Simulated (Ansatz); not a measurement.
**AlRu in Ansatz: convergence with k mesh**

Input of the first run (k mesh 3 × 3 × 3); the others differ in this setting and in those tied to it:

Contents of input.yaml:

```yaml
crystal:
  lattice:
    - [2.9916, 0.0, 0.0]
    - [0.0, 2.9916, 0.0]
    - [0.0, 0.0, 2.9916]
  atoms:
    - { symbol: Ru, position: [0.497003, 0.511017, 0.487802] }
    - { symbol: Al, position: [-0.004324, -0.00883, 0.010019] }
hamiltonian:
  xc: pbesol
  pseudopotentials: { kind: paw }
kpoints:
  mp_grid: { grid: [3, 3, 3] }
scf:
  occupations: { method: gaussian, width: 0.05 }
output:
  forces: true
  stress: true
  eigenvalues: true
```

Potentials or basis: Ansatz PAW.

Launch:

```bash
$ ansatz run input.yaml --threads 2 --pin off --max-ram 5632MiB --backend cpu --events-out ev --progress --plain --runs-dir out
```

The cell isn't the ideal one: atoms moved at random, drawn with an rms of 0.05 Å.

Hardware: 2 threads of Intel(R) Xeon(R) Processor @ 2.50GHz (Skylake/Cascade Lake) (shared host).

Question: The values tried are 3 × 3 × 3, 4 × 4 × 4, 5 × 5 × 5, 7 × 7 × 7, 8 × 8 × 8, 10 × 10 × 10, 12 × 12 × 12, 15 × 15 × 15, loosest first. From which on does the largest force stay within 0.005 eV/Å of the tightest run that finished?

Answer: From 12 × 12 × 12 on.

| k mesh | energy less the tightest run, at zero smearing (meV/atom) | pressure (GPa) | largest force (eV/Å) | SCF cycles | CPU time (s) | peak memory (GiB) |
| --- | --- | --- | --- | --- | --- | --- |
| 3 × 3 × 3 | 135.00 | -1.12 | 0.699 | 6 | 1.9 | 0.29 |
| 4 × 4 × 4 | -127.11 | -4.95 | 0.673 | 6 | 2.7 | 0.3 |
| 5 × 5 × 5 | 47.53 | -2.07 | 0.684 | 6 | 4.5 | 0.32 |
| 7 × 7 × 7 | -0.85 | -2.73 | 0.677 | 6 | 9.8 | 0.38 |
| 8 × 8 × 8 | 22.18 | -2.37 | 0.678 | 6 | 15 | 0.41 |
| 10 × 10 × 10 | 0.99 | -2.67 | 0.692 | 6 | 27 | 0.51 |
| 12 × 12 × 12 | -1.66 | -2.82 | 0.685 | 6 | 47 | 0.65 |
| 15 × 15 × 15 | 0.00 | -2.75 | 0.684 | 6 | 91 | 0.97 |

Against the tightest run, the pressure stays within 0.1 GPa from 10 × 10 × 10 on. Not settled before the last step: the energy (to 1 meV/atom). Meshes of other sizes hit other points, so gaps and Fermi surfaces needn't settle smoothly. The tightest run that finished is the yardstick and may itself not be fully converged.

Caveat, for the tightest run too: the PAW data sets come from PBE, with cores solved anew for the run's functional, which leaves a small shift of forces and pressure.
